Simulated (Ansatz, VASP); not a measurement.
# Two plane-wave programs on LiF

```
CELL_PARAMETERS angstrom
3.12457 0.00000 0.00000
-1.56229 2.70596 0.00000
0.00000 0.00000 4.90402
ATOMIC_POSITIONS crystal
Li 0.33333 0.66667 0.38090
Li 0.66667 0.33333 0.88090
F 0.33333 0.66667 0.99410
F 0.66667 0.33333 0.49410
```

Alike in both runs: functional PBE; k mesh 9 × 9 × 6; occupations gaussian, width 0.02 eV; no spin polarisation.

Ansatz relaxed the structure, and its values are those at the end. VASP's run is a single point on that final structure, the one shown.

|  | VASP | Ansatz |
| --- | --- | --- |
| version | VASP 6.6.1 | Ansatz 0.2.0 |
| potentials or method | VASP PAW PBE potentials, release 64 (Li_sv, F) | scalar-relativistic, plane waves, PAW |
| plane-wave cutoff (eV) | 520 | 420 |
| valence electrons in the cell | 20 | 20 |

```tsv
	VASP	Ansatz	Ansatz less VASP
gap on the k mesh at the Fermi level (eV)	7.59	7.60	+0.011
least direct gap on the mesh (eV)	7.59	7.60	+0.011
```

Caveats: an odd mesh through Γ misses points on the zone boundary, where band edges often lie. A hybrid or GW would open this gap; PBE tends to underestimate it.
